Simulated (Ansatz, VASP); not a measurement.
**Two plane-wave programs on Fe**

File INCAR:

```
ALGO = Normal ; EDIFF = 1E-6
ENCUT = 520 ; GGA = PE
ISIF = 2 ; ISMEAR = -1
ISPIN = 2 ; LASPH = True
LCHARG = False ; LMAXMIX = 4
LORBIT = 11 ; LREAL = False
LWAVE = False ; MAGMOM = 0.8 0.8
NBANDS = 19 ; NELM = 150
PREC = Accurate ; SIGMA = 0.05
```

The input KPOINTS:

```
k-points
0
Gamma
  12 12 6
```

Contents of POSCAR:

```
Fe
1.0
    0.0000000000      1.8195000000      1.8195000000
    1.8195000000      0.0000000000      1.8195000000
    3.6390000000      3.6390000000      0.0000000000
Fe
2
Direct
    0.0000000000      0.0000000000      0.0000000000
    0.0000000000      0.0000000000      0.5000000000
```

Input for Ansatz:

```yaml
crystal:
  lattice:
    - [0.0, 1.8195, 1.8195]
    - [1.8195, 0.0, 1.8195]
    - [3.639, 3.639, 0.0]
  atoms:
    - { symbol: Fe, position: [0.0, 0.0, 0.0], spin: 0.8 }
    - { symbol: Fe, position: [0.0, 0.0, 0.5], spin: 0.8 }
magnetization:
  spin_polarized: true
hamiltonian:
  xc: pbe
  pseudopotentials: { kind: paw }
basis:
  ecutwfc: 420
kpoints:
  mp_grid: { grid: [12, 12, 6] }
scf:
  occupations: { method: fermi_dirac, width: 0.05 }
  lower_state_search: "off"
output:
  forces: true
  stress: true
```

Change from the starting cell: parallel moments scaled by 0.2, plain SCF.

Alike in both runs: task single point; functional PBE; k mesh 12 × 12 × 6; occupations fermi-dirac, width 0.05 eV; collinear spin.

|  | VASP | Ansatz |
| --- | --- | --- |
| version | VASP 6.6.1 | Ansatz 0.2.0 |
| potentials or method | VASP PAW PBE potentials, release 64 (Fe) | PAW, plane waves, scalar-relativistic |
| plane-wave cutoff (eV) | 520 | 420 |
| valence electrons in the cell | 16 | 32 |

VASP gave:

```
pressure (GPa)                                                : 0.0
net moment per atom (μB)                                      : 2.56
size of the moment on the site where the two differ most (μB) : 2.56
```

Question: Which values does Ansatz return?

Answer: Pressure (GPa): -0.8; net moment per atom (μB): 2.56; size of the moment on the site where the two differ most (μB): 2.61.

Site moments also hang on the region over which each program counts them. The two sets of potentials don't hold the same shells in valence.
